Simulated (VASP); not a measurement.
# HCl (Fmmm) in VASP: single point with PBEsol

Aim: the single point of HCl with PBEsol.

Everything below comes from runs of VASP 6.6.1. Logs are shortened: lines on timing, memory, paths and dates and some standing lists are left out, and cuts for length are marked.

### Step 1. The structure

Symmetry: Fmmm, No. 69, orthorhombic system. The conventional cell has a = 5.030 Å, b = 5.350 Å, c = 5.710 Å, α = 90.00°, β = 90.00°, γ = 90.00°. Around H (site symmetry mmm) lie 6 Cl at 2.52 to 2.85 Å. Cl (site symmetry mmm) is surrounded by 6 H at 2.52 to 2.85 Å.

### Step 2. Single point, PBEsol

Contents of INCAR:

```
SYSTEM = HCl
ALGO = Normal ; EDIFF = 1E-6
ENCUT = 520 ; GGA = PS
ISIF = 2 ; ISMEAR = 0
LASPH = .True. ; LCHARG = .False.
LREAL = .False. ; LWAVE = .False.
NBANDS = 11 ; NELM = 80
PREC = Accurate ; SIGMA = 0.1
```

Contents of KPOINTS:

```
k-points
0
Gamma
  6 6 6
  0 0 0
```

Contents of POSCAR:

```
HCl
1.0
    0.0000000000      2.6750000000      2.8550000000
    2.5150000000      0.0000000000      2.8550000000
    2.5150000000      2.6750000000      0.0000000000
H Cl
1 1
Direct
    0.0000000000      0.0000000000      0.0000000000
    0.5000000000      0.5000000000      0.5000000000
```

Potentials or basis: VASP PAW PBE potentials, release 64 (H, Cl).

Started as:

```console
> cat potpaw_PBE.64/H/POTCAR potpaw_PBE.64/Cl/POTCAR > POTCAR
> mpirun -np 1 vasp_std > vasp.out
```

OUTCAR:

```text
SYSTEM = HCl
   EDIFF = 1E-6
   ENCUT = 520
   GGA = PS
   ISIF = 2
   ISMEAR = 0
   LASPH = .True.
   LREAL = .False.
   NELM = 80
   PREC = Accurate

 ion  position               nearest neighbor table
   1  0.000  0.000  0.000-
   2  0.500  0.500  0.500-

  LATTYP: Found a face centered orthorhombic cell.
 ALAT       =     5.0300000000
 B/A-ratio  =     1.0636182903
 C/A-ratio  =     1.1351888668

  Lattice vectors:

 A1 = (   0.0000000000,   2.6750000000,   2.8550000000)
 A2 = (   2.5150000000,   0.0000000000,   2.8550000000)
 A3 = (   2.5150000000,   2.6750000000,   0.0000000000)

Analysis of symmetry for initial positions (statically):
=====================================================================
 Subroutine PRICEL returns:
 Original cell was already a primitive cell.

 Routine SETGRP: Setting up the symmetry group for a
 face centered orthorhombic supercell.

 Subroutine GETGRP returns: Found  8 space group operations
 (whereof  8 operations were pure point group operations)
 out of a pool of  8 trial point group operations.

The static configuration has the point symmetry D_2h.

Analysis of symmetry for dynamics (positions and initial velocities):
=====================================================================
 Subroutine PRICEL returns:
 Original cell was already a primitive cell.

 Routine SETGRP: Setting up the symmetry group for a
 face centered orthorhombic supercell.

 Subroutine GETGRP returns: Found  8 space group operations
 (whereof  8 operations were pure point group operations)
 out of a pool of  8 trial point group operations.

The dynamic configuration has the point symmetry D_2h.

 Subroutine INISYM returns: Found  8 space group operations
 (whereof  8 operations are pure point group operations),
 and found     1 'primitive' translations

----------------------------------------------------------------------------------------

                                     Primitive cell

  volume of cell :      38.4147

  direct lattice vectors                    reciprocal lattice vectors
     0.000000000  2.675000000  2.855000000    -0.198807157  0.186915888  0.175131349
     2.515000000  0.000000000  2.855000000     0.198807157 -0.186915888  0.175131349
     2.515000000  2.675000000  0.000000000     0.198807157  0.186915888 -0.175131349

  length of vectors
     3.912371404  3.804766747  3.671627704     0.324241922  0.324241922  0.324241922

  position of ions in fractional coordinates (direct lattice)
     0.000000000  0.000000000  0.000000000
     0.500000000  0.500000000  0.500000000

  ion indices of the primitive-cell ions
   primitive index   ion index
                 1           1
                 2           2

----------------------------------------------------------------------------------------

 KPOINTS: k-points

Automatic generation of k-mesh.
 Grid dimensions read from file:
 generate k-points for:    6    6    6

 Generating k-lattice:

  Cartesian coordinates                     Fractional coordinates (reciprocal lattice)
    -0.033134526  0.031152648  0.029188558     0.166666667  0.000000000  0.000000000
     0.033134526 -0.031152648  0.029188558    -0.000000000  0.166666667 -0.000000000
     0.033134526  0.031152648 -0.029188558     0.000000000 -0.000000000  0.166666667

  Length of vectors
     0.054040320  0.054040320  0.054040320

  Shift w.r.t. Gamma in fractional coordinates (k-lattice)
     0.000000000  0.000000000  0.000000000

 Subroutine IBZKPT returns following result:
 ===========================================

 Found     46 irreducible k-points:

 Following reciprocal coordinates:
            Coordinates               Weight
  0.000000  0.000000  0.000000      1.000000
  0.166667 -0.000000 -0.000000      8.000000
  0.333333 -0.000000 -0.000000      8.000000
  0.500000 -0.000000 -0.000000      4.000000
  0.166667  0.166667  0.000000      2.000000
  0.333333  0.166667  0.000000      8.000000
[... 16 lines left out ...]
 -0.166667  0.166667  0.166667      8.000000
  0.500000  0.333333  0.166667      4.000000
 [... further k-points ...]
   k-points           NKPTS =     46   k-points in BZ     NKDIM =     46   number of bands    NBANDS=     11
   number of dos      NEDOS =    301   number of ions     NIONS =      2
   total plane-waves  NPLWV =  23520
   dimension x,y,z NGX =    30 NGY =   28 NGZ =   28
   dimension x,y,z NGXF=    60 NGYF=   56 NGZF=   56
   ions per type =               1   1
   NGX,Y,Z   is equivalent  to a cutoff of  12.75, 12.23, 12.68 a.u.
   NGXF,Y,Z  is equivalent  to a cutoff of  25.50, 24.47, 25.36 a.u.
 SYSTEM =  HCl
   PREC   = accura    normal or accurate (medium, high low for compatibility)
   ISTART =      0    job   : 0-new  1-cont  2-samecut
   ICHARG =      2    charge: 1-file 2-atom 10-const
   ISPIN  =      1    spin polarized calculation?
   LNONCOLLINEAR =      F non collinear calculations
   LSORBIT =      F    spin-orbit coupling
   LASPH  =      T    aspherical Exc in radial PAW
   ENCUT  =  520.0 eV  38.22 Ry    6.18 a.u.   7.27  7.07  6.83*2*pi/ulx,y,z
   NELM   =     80;   NELMIN=  2; NELMDL= -5     # of ELM steps
   EDIFF  = 0.1E-05   stopping-criterion for ELM
   LREAL  =      F    real-space projection
[... 7 lines left out ...]
   TEBEG  =    0.0;   TEEND  =   0.0 temperature during run
   PSTRESS=    0.0 pullay stress
   NELECT =       8.0000    total number of electrons
   NUPDOWN=      -1.0000    fix difference up-down
   EMIN   =  10.00;   EMAX   =-10.00  energy-range for DOS
   EFERMI =   0.00;   METHOD = LEGACY
   ISMEAR =     0;   SIGMA  =   0.10  broadening in eV -4-tet -1-fermi 0-gaus
   EFERMI_NEDOS =   21; number of points for ismear=-14 and -15
   IALGO  =     38    algorithm
   IMIX   =      4    mixing-type and parameters
     AMIX     =   0.40;   BMIX     =  1.00
     AMIX_MAG =   1.60;   BMIX_MAG =  1.00
  volume/ion in A,a.u.               =      19.21       129.62
  Fermi-wavevector in a.u.,A,eV,Ry     =   0.970373  1.833740 12.811579  0.941624
  Thomas-Fermi vector in A             =   2.100503
   LORBIT       =      0    0 simple, 1 ext, 2 COOP (PROOUT), +10 PAW based schemes
   GGA     = PS    functional components
   LHFCALC =     F    Hartree Fock is set to
   AEXX    =    0.0000 exact exchange contribution
   IVDW    =     0    specifies the selected vdW correction
   LEPSILON=     F    determine dielectric tensor
   LRPA    =     F    only Hartree local field effects (RPA)
 non-spin polarized calculation
 Gauss-broadening in eV      SIGMA  =   0.10
  energy-cutoff  :      520.00
  volume of cell :       38.41
 maximum number of plane-waves:      1050
 NGX is ok and might be reduce to    30
   NGX = 15   NGY = 15   NGZ = 13

 number of electron       7.9999999 magnetization

 Free energy of the ion-electron system (eV)
  ---------------------------------------------------
  ext. energy  EPLUGINS =         0.00000000
  ---------------------------------------------------
  free energy    TOTEN  =        -3.26361590 eV

  energy without entropy =       -3.25977273  energy(sigma->0) =       -3.26169432

 E-fermi :  -1.8546     XC(G=0):  -8.0580

 val. band max:       -1.8689876745   @ k =   0.0000   0.0000   0.0000
 cond. band min:      -1.8242542699   @ k =   0.0000   0.0000   0.0000
 fundamental gap:      0.0447334045
 Fermi energy:        -1.8546049536

 k-point     1 :       0.0000    0.0000    0.0000
  band No.  band energies     occupation
      1     -15.1175      2.00000
      2      -2.0425      1.99212
      3      -1.8963      1.44451
      4      -1.8690      1.16118
      5      -1.8243      0.66776
      6       9.5065      0.00000
      7      10.3298      0.00000
      8      10.8646      0.00000
      9      11.3231      0.00000
     10      12.8090      0.00000
     11      13.9122      0.00000

 k-point     2 :       0.1667   -0.0000   -0.0000
  band No.  band energies     occupation
      1     -15.0075      2.00000
      2      -3.4788      2.00000
      3      -1.9747      1.91067
      4      -1.9307      1.71784
      5      -0.4951      0.00000
      6       8.5356      0.00000
      7      10.2264      0.00000
      8      10.6138      0.00000
      9      11.3378      0.00000
     10      12.1659      0.00000
     11      12.8020      0.00000

 k-point     3 :       0.3333   -0.0000   -0.0000
  band No.  band energies     occupation
      1     -14.7715      2.00000
      2      -4.7277      2.00000
      3      -2.1139      1.99975
      4      -2.0134      1.97532
      5       0.4977      0.00000
      6       6.7803      0.00000
      7       9.3567      0.00000
      8      10.3787      0.00000
      9      11.5628      0.00000
     10      13.6394      0.00000
     11      13.8510      0.00000

 k-point     4 :       0.5000   -0.0000   -0.0000
  band No.  band energies     occupation
      1     -14.6442      2.00000
      2      -5.2186      2.00000
      3      -2.1979      2.00000
      4      -2.0350      1.98925
      5       0.8740      0.00000
      6       6.0668      0.00000
      7       8.9275      0.00000
      8       9.8710      0.00000
      9      12.6963      0.00000
     10      14.9663      0.00000
     11      15.8340      0.00000
[... 239 lines left out ...]
 k-point    22 :      -0.3333    0.1667    0.1667
  band No.  band energies     occupation
      1     -14.5951      2.00000
      2      -4.9351      2.00000
      3      -2.4353      2.00000
      4      -2.3254      2.00000
      5       0.2577      0.00000
      6       6.9063      0.00000
      7       9.6064      0.00000
      8       9.9104      0.00000
      9      12.0199      0.00000
     10      15.0513      0.00000
     11      15.7049      0.00000

 k-point    23 :      -0.1667    0.1667    0.1667
  band No.  band energies     occupation
      1     -14.7438      2.00000
      2      -4.5298      2.00000
      3      -2.3165      2.00000
      4      -2.2167      2.00000
      5       0.3031      0.00000
      6       7.8592      0.00000
      7       9.2468      0.00000
      8      10.3168      0.00000
      9      11.1743      0.00000
     10      12.7491      0.00000
     11      14.4599      0.00000

 k-point    24 :       0.5000    0.3333    0.1667
  band No.  band energies     occupation
      1     -14.6757      2.00000
      2      -4.0756      2.00000
      3      -2.8384      2.00000
      4      -2.5302      2.00000
      5      -0.3294      0.00000
      6       8.0360      0.00000
      7       8.9427      0.00000
      8      10.4148      0.00000
      9      13.2359      0.00000
     10      14.4502      0.00000
     11      15.6633      0.00000

 [... further k-points ...]
[... 5 lines left out ...]
  --------------------------------------------------------------------------------------
  -------------------------------------------------------------------------------------
  Total       -3.8629510     -2.4322071     -1.5126898      0.0000000      0.0000000      0.0000000
  in kB     -161.1134873   -101.4409363    -63.0902971      0.0000000      0.0000000      0.0000000
  external PRESSURE =    -108.5482403 kB  Pullay stress =       0.0000000 kB

 VOLUME and BASIS-vectors are now :
 -----------------------------------------------------------------------------
  energy-cutoff  :      520.00
  volume of cell :       38.41
      direct lattice vectors                 reciprocal lattice vectors
     0.000000000  2.675000000  2.855000000    -0.198807157  0.186915888  0.175131349
     2.515000000  0.000000000  2.855000000     0.198807157 -0.186915888  0.175131349
     2.515000000  2.675000000  0.000000000     0.198807157  0.186915888 -0.175131349

 POSITION                                       TOTAL-FORCE (eV/Angst)
 -----------------------------------------------------------------------------------
      0.00000      0.00000      0.00000         0.000000      0.000000      0.000000
      2.51500      2.67500      2.85500         0.000000     -0.000000     -0.000000
 -----------------------------------------------------------------------------------
    total drift:                                0.000000     -0.000000      0.000000

  FREE ENERGIE OF THE ION-ELECTRON SYSTEM (eV)
  ---------------------------------------------------
  free  energy   TOTEN  =        -3.2636158985 eV

  energy  without entropy=       -3.2597727338  energy(sigma->0) =       -3.26169432
```

Run time: 31 s. Hardware: 1 thread of Intel Xeon Platinum 8259CL at 2.50GHz (Skylake/Cascade Lake), shared host; peak memory 0.16 GiB.

Results:

| Property | Result |
| --- | --- |
| Free energy | -3.2636 eV |
| Pressure | -10.9 GPa |
| Band gap on the k mesh | none (metal or under the smearing width) |

Levels at points of the mesh, in eV from the Fermi level:
```csv
k point,band 1,band 2,band 3,band 4,band 5,band 6,band 7,band 8,band 9
"(0.00, 0.00, 0.00)",-13.26,-0.19,-0.04,-0.01,0.03,11.36,12.18,12.72,13.18
"(0.50, 0.00, 0.00)",-12.79,-3.36,-0.34,-0.18,2.73,7.92,10.78,11.73,14.55
"(0.50, 0.50, 0.00)",-12.77,-1.98,-0.79,-0.49,-0.05,9.64,11.80,15.40,15.40
"(0.50, 0.00, 0.50)",-12.66,-2.03,-1.08,-0.48,-0.14,9.44,12.51,14.50,14.89
"(0.00, 0.50, 0.50)",-12.59,-2.03,-1.06,-0.74,-0.20,9.12,13.27,14.49,15.28
```

Caveat: the PAW data sets were made with another functional, which shifts forces and pressure a little.
